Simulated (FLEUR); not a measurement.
## LiH under changes of volume

One of the cells (8.449 Å³/atom); the others are scaled copies at fixed shape and fractional positions:

```
Li H
1.0
     0.00000    2.03675    2.03675
     2.03675    0.00000    2.03675
     2.03675    2.03675    0.00000
Li H
1 1
Direct
  0.00000 0.00000 0.00000
  0.50000 0.50000 0.50000
```

```yaml
Program: FLEUR MaX-R8.1 (later development tree)
Functional: r2SCAN
Potentials_or_basis: all-electron
Basis: FLAPW
Kmax: 4.1 1/bohr
k_mesh: 11 × 11 × 11
Occupations: fermi-dirac, width 0.05 eV
Spin: no spin polarisation
```

| volume (Å³/atom) | energy over the lowest point (meV/atom) | gap on the mesh (eV) |
| --- | --- | --- |
| 7.942 | 0.10 | 3.81 |
| 8.111 | 0.00 | 3.82 |
| 8.449 | 2.22 | 3.86 |
| 8.787 | 6.89 | 3.87 |
| 8.956 | ? | ? |

Problem. What does the run at 8.956 Å³/atom give?

Solution. Energy over the lowest point 10.07 meV/atom; gap on the mesh 3.87 eV.

Worked out: A Birch-Murnaghan fit of order 2 (a polynomial in V^(-2/3)) to the other rows has its minimum at 8.04 Å³/atom with B0 = V·E''(V) = 37 GPa. It gives 10.05 meV/atom at 8.956 Å³/atom, against the run's 10.07. A parabola through the other rows of the gap, of slope 0.112 eV per unit of ln V (its deformation potential) there, extrapolates to 3.87 eV, against the run's 3.87.

Energies are extrapolated to zero smearing.

Caveats: the meta-GGA is that of a development version, with a GGA for the radial functions and cores and without core tails; an odd mesh through Γ misses points on the zone boundary, where band edges often lie.
